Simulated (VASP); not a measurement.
# La2O3: formation energy of a point defect, part 3 of 3

Wanted: what a point defect costs in La2O3 and how the lattice relaxes round it. The start is a computed cell from the Materials Project.

VASP 6.6.1; PBEsol; plane waves and PAW (La, O).

So far. Step 2 (The host at zero pressure): The run ended after 8 ionic steps, 0.020 eV below its first step, once forces and stress met EDIFFG = -0.02. The relaxed cell has a = 3.900, c = 6.055 Å (conventional setting).

## (3) The host's dielectric tensor, for the charge correction (continued)

OUTCAR, selected parts (step 3):

```text
  LATTYP: Found a hexagonal cell.
 ALAT       =     3.9002586149
 C/A-ratio  =     1.5523418017

The static configuration has the point symmetry D_3d.

 Found     28 irreducible k-points:

   k-points           NKPTS =     28   k-points in BZ     NKDIM =     28   number of bands    NBANDS=     26

   dimension x,y,z NGX =    28 NGY =   28 NGZ =   40
   dimension x,y,z NGXF=    56 NGYF=   56 NGZF=   80

   ENCUT  =  400.0 eV  29.40 Ry    5.42 a.u.   6.36  6.36  9.87*2*pi/ulx,y,z

   NELECT =      40.0000    total number of electrons

  Total       -1.8348431     -1.8348431     -1.9920639      0.0000000      0.0000000      0.0000000
  in kB      -36.8562641    -36.8562641    -40.0143386      0.0000000      0.0000000      0.0000000
  external PRESSURE =     -37.9089556 kB  Pullay stress =       0.0000000 kB

  energy-cutoff  :      400.00
  volume of cell :       79.76
      direct lattice vectors                 reciprocal lattice vectors
     3.900258615  0.000000000  0.000000000     0.256393255  0.148028715  0.000000000
    -1.950129307  3.377723042  0.000000000     0.000000000  0.296057429  0.000000000
     0.000000000  0.000000000  6.054534485     0.000000000  0.000000000  0.165165464

 POSITION                                       TOTAL-FORCE (eV/Angst)
 -----------------------------------------------------------------------------------
     -0.00000      2.25182      1.48617        -0.000000     -0.000000      0.022790
      1.95013      1.12591      4.56837        -0.000000      0.000000     -0.022790
      0.00000      0.00000      0.00000        -0.000000      0.000000     -0.000000
     -0.00000      2.25182      3.90793        -0.000000      0.000000      0.005549
      1.95013      1.12591      2.14660         0.000000      0.000000     -0.005549
 -----------------------------------------------------------------------------------
    total drift:                               -0.000000     -0.000000      0.000000

 MACROSCOPIC STATIC DIELECTRIC TENSOR (including local field effects in DFT)
 ------------------------------------------------------
           4.880776    -0.000000    -0.000000
          -0.000000     4.880776    -0.000000
           0.000000     0.000000     4.807523
 ------------------------------------------------------

 PIEZOELECTRIC TENSOR (including local field effects)  for field in x, y, z        (C/m^2)
          XX          YY          ZZ          XY          YZ          ZX
  --------------------------------------------------------------------------------
  x     0.00000     0.00000     0.00000     0.00000     0.00000     0.00000
  y     0.00000     0.00000     0.00000     0.00000     0.00000     0.00000
  z     0.00000     0.00000     0.00000     0.00000     0.00000     0.00000

 BORN EFFECTIVE CHARGES (including local field effects) (in |e|, cummulative output)
 ---------------------------------------------------------------------------------
 ion    1
    1     4.20683    -0.00000     0.00000
    2    -0.00000     4.20683    -0.00000
    3     0.00000     0.00000     3.84557
 ion    2
    1     4.20683    -0.00000     0.00000
    2    -0.00000     4.20683    -0.00000
    3     0.00000     0.00000     3.84557
 ion    3
    1    -2.72310     0.00000     0.00000
    2     0.00000    -2.72310     0.00000
    3     0.00000     0.00000    -2.58500
 ion    4
    1    -2.84528     0.00000    -0.00000
    2     0.00000    -2.84528     0.00000
    3    -0.00000     0.00000    -2.55307
 ion    5
    1    -2.84528     0.00000    -0.00000
    2     0.00000    -2.84528     0.00000
    3    -0.00000     0.00000    -2.55307

 Eigenvectors and eigenvalues of the dynamical matrix
 ----------------------------------------------------

   1 f  =   13.113822 THz    82.396576 2PiTHz  437.430028 cm-1    54.234387 meV
             X         Y         Z           dx          dy          dz
     -0.000000  2.251815  1.486169    -0.000000    0.000000   -0.080685
      1.950129  1.125908  4.568366     0.000000   -0.000000   -0.080685
      0.000000  0.000000  0.000000    -0.000000    0.000000   -0.621628
     -0.000000  2.251815  3.907930    -0.000000    0.000000    0.547978
      1.950129  1.125908  2.146605     0.000000   -0.000000    0.547978

   2 f  =   11.913224 THz    74.852996 2PiTHz  397.382387 cm-1    49.269115 meV
             X         Y         Z           dx          dy          dz
     -0.000000  2.251815  1.486169     0.033032   -0.100080   -0.000000
      1.950129  1.125908  4.568366    -0.033032    0.100080    0.000000
      0.000000  0.000000  0.000000    -0.000000    0.000000   -0.000000
     -0.000000  2.251815  3.907930     0.219151   -0.663977   -0.000000
      1.950129  1.125908  2.146605    -0.219151    0.663977    0.000000

   3 f  =   11.913224 THz    74.852996 2PiTHz  397.382387 cm-1    49.269115 meV
             X         Y         Z           dx          dy          dz
     -0.000000  2.251815  1.486169    -0.100080   -0.033032    0.000000
      1.950129  1.125908  4.568366     0.100080    0.033032   -0.000000
      0.000000  0.000000  0.000000    -0.000000   -0.000000    0.000000
     -0.000000  2.251815  3.907930    -0.663977   -0.219151    0.000000
      1.950129  1.125908  2.146605     0.663977    0.219151   -0.000000

   4 f  =   11.721603 THz    73.649007 2PiTHz  390.990606 cm-1    48.476635 meV
[...]
-0.000000  2.251815  1.486169     0.162143    0.053516    0.000000
      1.950129  1.125908  4.568366     0.162143    0.053516    0.000000
      0.000000  0.000000  0.000000     0.284715    0.093971   -0.000000
     -0.000000  2.251815  3.907930    -0.619727   -0.204543    0.000000
      1.950129  1.125908  2.146605    -0.619727   -0.204543   -0.000000

   7 f  =    5.831650 THz    36.641337 2PiTHz  194.522902 cm-1    24.117755 meV
             X         Y         Z           dx          dy          dz
     -0.000000  2.251815  1.486169    -0.000000    0.000000   -0.258626
      1.950129  1.125908  4.568366    -0.000000    0.000000   -0.258626
      0.000000  0.000000  0.000000     0.000000   -0.000000    0.751550
     -0.000000  2.251815  3.907930     0.000000   -0.000000    0.388200
      1.950129  1.125908  2.146605     0.000000   -0.000000    0.388200

   8 f  =    5.744101 THz    36.091253 2PiTHz  191.602596 cm-1    23.755684 meV
             X         Y         Z           dx          dy          dz
     -0.000000  2.251815  1.486169     0.000000   -0.000000    0.688728
      1.950129  1.125908  4.568366    -0.000000   -0.000000   -0.688728
      0.000000  0.000000  0.000000     0.000000    0.000000   -0.000000
     -0.000000  2.251815  3.907930     0.000000    0.000000   -0.160167
      1.950129  1.125908  2.146605    -0.000000    0.000000    0.160167

   9 f  =    5.585927 THz    35.097415 2PiTHz  186.326469 cm-1    23.101527 meV
             X         Y         Z           dx          dy          dz
     -0.000000  2.251815  1.486169     0.066489   -0.201443   -0.000000
      1.950129  1.125908  4.568366     0.066489   -0.201443    0.000000
      0.000000  0.000000  0.000000    -0.290722    0.880810    0.000000
     -0.000000  2.251815  3.907930    -0.049386    0.149626    0.000000
      1.950129  1.125908  2.146605    -0.049386    0.149626   -0.000000

  10 f  =    5.585927 THz    35.097415 2PiTHz  186.326469 cm-1    23.101527 meV
             X         Y         Z           dx          dy          dz
     -0.000000  2.251815  1.486169    -0.201443   -0.066489   -0.000000
      1.950129  1.125908  4.568366    -0.201443   -0.066489    0.000000
      0.000000  0.000000  0.000000     0.880810    0.290722   -0.000000
     -0.000000  2.251815  3.907930     0.149626    0.049386   -0.000000
      1.950129  1.125908  2.146605     0.149626    0.049386   -0.000000

  11 f  =    3.107079 THz    19.522354 2PiTHz  103.641005 cm-1    12.849841 meV
             X         Y         Z           dx          dy          dz
     -0.000000  2.251815  1.486169     0.219155   -0.663976   -0.000000
      1.950129  1.125908  4.568366    -0.219155    0.663976    0.000000
      0.000000  0.000000  0.000000     0.000000    0.000000    0.000000
     -0.000000  2.251815  3.907930    -0.033033    0.100080    0.000000
      1.950129  1.125908  2.146605     0.033033   -0.100080    0.000000

  12 f  =    3.107079 THz    19.522354 2PiTHz  103.641005 cm-1    12.849841 meV
             X         Y         Z           dx          dy          dz
     -0.000000  2.251815  1.486169     0.663976    0.219155   -0.000000
      1.950129  1.125908  4.568366    -0.663976   -0.219155    0.000000
      0.000000  0.000000  0.000000    -0.000000    0.000000    0.000000
     -0.000000  2.251815  3.907930    -0.100080   -0.033033    0.000000
      1.950129  1.125908  2.146605     0.100080    0.033033    0.000000

  13 f/i=    0.006040 THz     0.037949 2PiTHz    0.201466 cm-1     0.024979 meV
             X         Y         Z           dx          dy          dz
     -0.000000  2.251815  1.486169    -0.000000   -0.000000    0.653148
      1.950129  1.125908  4.568366    -0.000000   -0.000000    0.653148
      0.000000  0.000000  0.000000    -0.000000   -0.000000    0.220799
     -0.000000  2.251815  3.907930    -0.000000   -0.000000    0.221407
      1.950129  1.125908  2.146605    -0.000000   -0.000000    0.221407

  14 f/i=    0.009311 THz     0.058500 2PiTHz    0.310566 cm-1     0.038505 meV
             X         Y         Z           dx          dy          dz
     -0.000000  2.251815  1.486169     0.646070    0.091867    0.000000
      1.950129  1.125908  4.568366     0.646070    0.091867    0.000000
      0.000000  0.000000  0.000000     0.220850    0.031403    0.000000
     -0.000000  2.251815  3.907930     0.219767    0.031249    0.000000
      1.950129  1.125908  2.146605     0.219767    0.031249    0.000000

  15 f/i=    0.009311 THz     0.058500 2PiTHz    0.310566 cm-1     0.038505 meV
             X         Y         Z           dx          dy          dz
     -0.000000  2.251815  1.486169    -0.091867    0.646070    0.000000
      1.950129  1.125908  4.568366    -0.091867    0.646070    0.000000
      0.000000  0.000000  0.000000    -0.031403    0.220850    0.000000
     -0.000000  2.251815  3.907930    -0.031249    0.219767    0.000000
      1.950129  1.125908  2.146605    -0.031249    0.219767    0.000000

 MACROSCOPIC STATIC DIELECTRIC TENSOR IONIC CONTRIBUTION
 ------------------------------------------------------
          21.323617    -0.000000    -0.000000
          -0.000000    21.323617    -0.000000
          -0.000000    -0.000000    22.000739
 ------------------------------------------------------

 ELASTIC MODULI CONTR FROM IONIC RELAXATION (kBar)
 Direction    XX          YY          ZZ          XY          YZ          ZX
 --------------------------------------------------------------------------------
 XX        -432.5020    254.3389    -97.8385      0.0000    198.6224     -0.0000
 YY         254.3389   -432.5020    -97.8385      0.0000   -198.6224      0.0000
 ZZ         -97.8385    -97.8385   -302.4117      0.0000      0.0000     -0.0000
 XY           0.0000      0.0000      0.0000   -343.4204      0.0000    204.9814
 YZ         198.6224   -198.6224      0.0000      0.0000   -139.4444      0.0000
 ZX          -0.0000      0.0000     -0.0000    204.9814      0.0000   -144.7915
 --------------------------------------------------------------------------------

 PIEZOELECTRIC TENSOR IONIC CONTR  for field in x, y, z        (C/m^2)
          XX          YY          ZZ          XY          YZ          ZX
  --------------------------------------------------------------------------------
  x     0.00000    -0.00000    -0.00000     0.00000    -0.00000    -0.00000
  y     0.00000    -0.00000     0.00000     0.00000    -0.00000    -0.00000
  z    -0.00000     0.00000     0.00000     0.00000    -0.00000     0.00000

[... 1 part as in an earlier step ...]

[... 3 further parts left out ...]
```

Energies printed during the response cycles are not total energies of the cell.

Numbers from this step:

```
pressure of the cell           : -3.791 GPa
largest force of the cell      : 0.02279 eV/Å
Fermi energy                   : 6.330 eV
gap on the k-mesh              : 3.891 eV
least direct gap on the k-mesh : 4.028 eV
```

Electronic dielectric tensor with local fields:

```
4.88 0.00 0.00
0.00 4.88 0.00
0.00 0.00 4.81
```

Ionic part of the static dielectric tensor:

```
21.32  0.00  0.00
 0.00 21.32  0.00
 0.00  0.00 22.00
```

Born effective charge (e), principal values of the symmetric part by kind of site:

```
atom  atoms with these values    low  middle   high   mean
 La1                        2   3.85    4.21   4.21   4.09
  O3                        1  -2.72   -2.72  -2.58  -2.68
  O4                        2  -2.85   -2.85  -2.55  -2.75
```

In full for La1:

```
4.21 0.00 0.00
0.00 4.21 0.00
0.00 0.00 3.85
```

Lines of the infrared spectrum (strongest = 100):

```
position (cm⁻¹)  lines merged  squared mode dipole, relative
            104             2                            0.0
            186             2                            100
            192             1                            0.0
            195             1                             65
            362             2                             71
            391             1                            0.0
            397             2                            0.0
            437             1                            6.1
```

The electrons screen with a mean of 4.86 and the ions add 21.55; the sum enters the correction.

## (4) The perfect supercell

System of this step: La2O3. The cell holds 60 atoms: 24 La and 36 O. Cell: a = 9.072 Å, b = 9.072 Å, c = 21.606 Å, α = 124.1°, β = 124.1°, γ = 96.3°. It derives from La2O3.

The same cell, mesh and cutoff without the defect give the energy to subtract and, in a gapped host, the band edges to count from, so that most errors cancel.

Input file INCAR:

```
SYSTEM = La2O3
PREC = Normal
ENCUT = 400
EDIFF = 1E-05
NELM = 120
ISMEAR = 0
SIGMA = 0.05
LREAL = Auto
ALGO = Fast
GGA = PS
NBANDS = 288
LASPH = .TRUE.
LORBIT = 11
LWAVE = .FALSE.
LCHARG = .FALSE.
KPAR = 4
NCORE = 2
```

Input file POSCAR:

```
La2O3
1.0
   -5.8503879224      3.3777230419      6.0545344854
    5.8503879224     -3.3777230419      6.0545344854
    5.8503879222     10.1331691257    -18.1636034562
La O
24 36
Direct
    0.4560652139      0.2893985473      0.1666666667
    0.9560652139      0.7893985473      0.1666666667
    0.9560652139      0.2893985473      0.3333333333
    0.4560652140      0.7893985473      0.3333333333
    0.4560652139      0.2893985473      0.5000000000
    0.9560652139      0.7893985473      0.5000000000
    0.9560652139      0.2893985473      0.6666666667
    0.4560652139      0.7893985473      0.6666666667
    0.4560652139      0.2893985473      0.8333333333
    0.9560652140      0.7893985473      0.8333333333
    0.9560652140      0.2893985473      0.0000000000
    0.4560652140      0.7893985473      0.0000000000
    0.5439347860      0.7106014528      0.1666666667
    0.0439347861      0.2106014528      0.1666666667
    0.0439347861      0.7106014528      0.3333333333
    0.5439347860      0.2106014528      0.3333333333
    0.5439347860      0.7106014528      0.5000000000
    0.0439347860      0.2106014528      0.5000000000
    0.0439347860      0.7106014528      0.6666666667
    0.5439347860      0.2106014528      0.6666666667
    0.5439347860      0.7106014528      0.8333333333
    0.0439347861      0.2106014528      0.8333333333
    0.0439347860      0.7106014528      0.0000000000
    0.5439347860      0.2106014528      0.0000000000
    0.0000000000      0.0000000000      0.0000000000
    0.5000000000      0.5000000000      0.0000000000
    0.5000000000      0.0000000000      0.1666666667
    0.0000000000      0.5000000000      0.1666666667
    0.0000000000      0.0000000000      0.3333333333
    0.5000000000      0.5000000000      0.3333333333
    0.5000000000      0.0000000000      0.5000000000
    0.0000000000      0.5000000000      0.5000000000
    0.0000000000      0.0000000000      0.6666666667
    0.5000000000      0.5000000000      0.6666666667
    0.5000000000      0.0000000000      0.8333333333
    0.0000000000      0.5000000000      0.8333333333
    0.6560608307      0.4893941641      0.1666666667
    0.1560608308      0.9893941641      0.1666666667
    0.1560608308      0.4893941641      0.3333333333
    0.6560608307      0.9893941641      0.3333333333
    0.6560608307      0.4893941641      0.5000000000
    0.1560608307      0.9893941641      0.5000000000
    0.1560608307      0.4893941641      0.6666666667
    0.6560608307      0.9893941641      0.6666666667
    0.6560608308      0.4893941641      0.8333333333
    0.1560608307      0.9893941641      0.8333333333
    0.1560608308      0.4893941641      0.0000000000
    0.6560608307      0.9893941641      0.0000000000
    0.3439391692      0.5106058360      0.1666666667
    0.8439391692      0.0106058360      0.1666666667
    0.8439391692      0.5106058360      0.3333333333
    0.3439391692      0.0106058360      0.3333333333
    0.3439391692      0.5106058360      0.5000000000
    0.8439391692      0.0106058360      0.5000000000
    0.8439391692      0.5106058360      0.6666666667
    0.3439391692      0.0106058360      0.6666666667
    0.3439391693      0.5106058360      0.8333333333
    0.8439391693      0.0106058360      0.8333333333
    0.8439391692      0.5106058360      0.0000000000
    0.3439391692      0.0106058360      0.0000000000
```

Input file KPOINTS:

```
Automatic mesh
0
Gamma
2 2 2
0 0 0
```

The projector-augmented-wave data sets are La and O (PBE family, release 64).

On the command line:

```console
> mpirun -np 8 vasp_std
```

The program printed:

```text
[banner, memory and clock lines left out]
running    8 mpi-ranks, on    1 nodes
[...]
[... a notice as in an earlier step ...]

 LDA part: xc-table for (Slater+PW92), standard interpolation
 POSCAR, INCAR and KPOINTS ok, starting setup
[...]
entering main loop
       N       E                     dE             d eps       ncg     rms          rms(c)
DAV:   1     0.760101970232E+04    0.76010E+04   -0.13305E+05  3504   0.209E+03
DAV:   2     0.307660664772E+04   -0.45244E+04   -0.42629E+04  4288   0.524E+02
DAV:   3     0.693195690253E+03   -0.23834E+04   -0.23131E+04  5552   0.339E+02
DAV:   4    -0.352949618879E+03   -0.10461E+04   -0.10020E+04  6648   0.224E+02
[...]
RMM:  34    -0.524961959663E+03   -0.85798E-02   -0.11354E-01  6478   0.462E-01    0.733E-01
RMM:  35    -0.524967606846E+03   -0.56472E-02   -0.78165E-02  6478   0.433E-01    0.756E-01
RMM:  36    -0.524975165694E+03   -0.75588E-02   -0.94044E-02  6469   0.412E-01    0.780E-01
 hard stop encountered!  aborting job ...
|                                                                             |
|           W    W    AA    RRRRR   N    N  II  N    N   GGGG   !!!           |
|           W    W   A  A   R    R  NN   N  II  NN   N  G    G  !!!           |
|           W    W  A    A  R    R  N N  N  II  N N  N  G       !!!           |
|           W WW W  AAAAAA  RRRRR   N  N N  II  N  N N  G  GGG   !            |
|           WW  WW  A    A  R   R   N   NN  II  N   NN  G    G                |
|           W    W  A    A  R    R  N    N  II  N    N   GGGG   !!!           |
|                                                                             |
|     The electronic self-consistency was not achieved in the given           |
|     number of steps (NELM). The forces and other quantities evaluated       |
|     might not be reliable so examine the results carefully. If you find     |
|     spurious results, we suggest increasing NELM, if you were close to      |
|     convergence or switching to a different ALGO or adjusting the           |
|     density mixing parameters otherwise.                                    |
|                                                                             |

 soft stop encountered!  aborting job ...
```

Wall time 26 min (8 MPI ranks of Intel Xeon Platinum 8375C at 2.90GHz (Ice Lake), shared host).

The run was stopped at its time limit, so it gives no result of its own.

## (5) What came out

```json
{
  "result": "none"
}
```

What this shows: The session ends without its result: «perfect supercell» met its time limit.

[Lines on the potential files, build, host, timing and source positions are cut from VASP's logs without a mark.]

[Logs are printed without paths, hosts, clocks, repeated set-up lines and the standing remarks that a program may print on its own settings, such as how far it seeks lower states.]

[Hosts, paths, dates, database ids (printed as entryN), source tags and the programs' standing remarks are cut or masked in the printed files.]

[In band tables of VASP the shares of atoms and orbitals are scaled to a sum of 1 inside the atoms' spheres.]

[Runs that stopped without an error message from VASP are left out.]
